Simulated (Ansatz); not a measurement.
The system is KBr.

```
Br K
1.0
     0.00000    3.30000    3.30000
     3.30000    0.00000    3.30000
     3.30000    3.30000    0.00000
Br K
1 1
Direct
  0.50000 0.50000 0.50000
  0.00000 0.00000 0.00000
```

Base run:

| Item | Value |
| --- | --- |
| Program | Ansatz 0.2.0 |
| Functional | BPBE |
| Potentials or basis | Ansatz PAW |
| Cutoff | 420 eV (not typed: the program's choice for these potentials) |
| k mesh | 7 × 7 × 7 |
| Occupations | fermi-dirac, width 0.05 eV |
| Spin | no spin polarisation |

Its results: band gap on the k mesh 4.59 eV, direct; pressure 1.1 GPa.

Task: The run is repeated on the same cell with these changes: functional from BPBE to revPBE. What comes out?

Result: Band gap on the k mesh 4.72 eV, direct; pressure 1.9 GPa.

Caveats: the PAW data sets come from PBE, with cores solved anew for the run's functional, which leaves a small shift of forces and pressure.
